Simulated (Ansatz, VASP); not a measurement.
# CdSe in VASP and in Ansatz

```
CELL_PARAMETERS angstrom
0.00000 2.86907 2.86907
2.86907 0.00000 2.86907
2.86907 2.86907 0.00000
ATOMIC_POSITIONS crystal
Cd 0.00000 0.00000 0.00000
Se 0.50000 0.50000 0.50000
```

Alike in both runs: functional PBE; k mesh 12 × 12 × 12; occupations fermi-dirac, width 0.03 eV; no spin polarisation.

Ansatz relaxed the structure, and its values are those at the end. VASP's run is a single point on that final structure, the one shown.

|  | VASP | Ansatz |
| --- | --- | --- |
| version | VASP 6.6.1 | Ansatz 0.2.0 |
| potentials or method | VASP PAW PBE potentials, release 64 (Cd, Se) | PAW with Ansatz's default frozen-core files, scalar-relativistic |
| plane-wave cutoff (eV) | 520 | 420 |
| valence electrons in the cell | 18 | 36 |

Ansatz gave:

| Property | Result |
| --- | --- |
| pressure (GPa) | 0.0 |

Question: Which values does VASP return?

Answer: Pressure (GPa): 0.3.

With one functional, cell and mesh, what is left measures potentials, basis and numerics. The two sets of potentials don't hold the same shells in valence.
